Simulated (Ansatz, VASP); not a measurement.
**Pd: VASP beside Ansatz**

```
Pd
1.0
    -1.34154    1.34154    4.64271
     1.34154   -1.34154    4.64271
     1.34154    1.34154   -4.64271
Pd
2
Direct
  0.13887 0.13887 0.00000
  0.86113 0.86113 0.00000
```

Alike in both runs: functional PBE; k mesh 28 × 28 × 28; occupations gaussian, width 0.1 eV; no spin polarisation.

Ansatz relaxed the structure, and its values are those at the end. VASP's run is a single point on that final structure, the one shown.

|  | VASP | Ansatz |
| --- | --- | --- |
| version | VASP 6.6.1 | Ansatz 0.2.0 |
| potentials or method | VASP PAW PBE potentials, release 64 (Pd) | scalar-relativistic, plane waves, PAW |
| plane-wave cutoff (eV) | 520 | 420 |
| valence electrons in the cell | 20 | 36 |

```csv
,VASP,Ansatz,Ansatz less VASP
gap on the k mesh at the Fermi level (eV),none,none,-
pressure (GPa),-0.3,0.0,+0.30
rms of the force components (eV/Å),0.005,0.001,-0.0037
```

A gap of «none» marks a metal or a gap that the smearing closes. The functional is the same, so the differences come from potentials, cutoffs and numerics. The two sets of potentials don't hold the same shells in valence.
